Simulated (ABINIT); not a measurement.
Crystal: CuO (Tenorite).

```
CELL_PARAMETERS angstrom
2.34465 -1.71340 0.00000
2.34465 1.71340 0.00000
-0.86055 0.00000 5.05944
ATOMIC_POSITIONS crystal
Cu 0.49680 0.00320 0.50000
Cu 0.00320 0.49680 0.00000
O 0.40560 0.57140 0.75370
O 0.57140 0.40560 0.25370
```

Base run:

```yaml
Program: ABINIT 10.8.3 (patched build)
Functional: LDA
Potentials_or_basis: PseudoDojo NC SR LDA v0.4.1 standard
Cutoff: 1252 eV
k_mesh: 8 × 8 × 4
Occupations: fermi-dirac, width 0.05 eV
Spin: no spin polarisation
```

Its results: band gap on the k mesh none (metal or under the smearing width); pressure -9.7 GPa; largest force 0.810 eV/Å.

Problem. The run is repeated on the same cell with these changes: functional from LDA to PBEsol; potentials or basis from PseudoDojo NC SR LDA v0.4.1 standard to PseudoDojo NC SR PBEsol v0.4.1 standard; cutoff from 1252 eV to 1143 eV. What comes out?

Solution. Band gap on the k mesh none (metal or under the smearing width); pressure -4.0 GPa; largest force 0.771 eV/Å.

Caveats: the run has no spin polarisation, though such a crystal can be magnetic; semilocal functionals often make such compounds metallic where correlation or magnetic order opens a gap, which also shifts bond lengths.

Not every run made on this cell is shown here.
